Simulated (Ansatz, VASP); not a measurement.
PbO: VASP beside Ansatz

```
CELL_PARAMETERS angstrom
4.07376 0.00000 0.00000
0.00000 4.07376 0.00000
0.00000 0.00000 4.89645
ATOMIC_POSITIONS crystal
Pb 0.00000 0.50000 0.23510
Pb 0.50000 0.00000 0.76490
O 0.00000 0.00000 0.00000
O 0.50000 0.50000 0.00000
```

Change from the starting cell: strain +0.025 along x and y, -0.025 along z, atoms carried along.

Alike in both runs: task single point; functional PBE; k mesh 8 × 8 × 6; occupations gaussian, width 0.05 eV; no spin polarisation.

|  | VASP | Ansatz |
| --- | --- | --- |
| version | VASP 6.6.1 | Ansatz 0.2.0 |
| potentials or method | VASP PAW PBE potentials, release 64 (Pb_d, O) | scalar-relativistic, plane waves, PAW |
| plane-wave cutoff (eV) | 520 | 420 |
| valence electrons in the cell | 40 | 40 |

VASP gave:

- gap on the k mesh at the Fermi level (eV): 1.40
- least direct gap on the mesh (eV): 2.17
- pressure (GPa): 2.3
- largest component of the traceless stress (GPa): 0.85
- rms of the force components (eV/Å): 0.128

Question: What did Ansatz give for the same quantities?

Answer: gap on the k mesh at the Fermi level (eV): 1.39; least direct gap on the mesh (eV): 2.19; pressure (GPa): 2.2; largest component of the traceless stress (GPa): 0.88; rms of the force components (eV/Å): 0.112.

Atom by atom the forces differ by 0.016 eV/Å (rms over components).

Caveats: spin-orbit coupling is left out, which as a rule narrows the gap of such compounds by several tenths of an eV. A k mesh can miss the band edges.
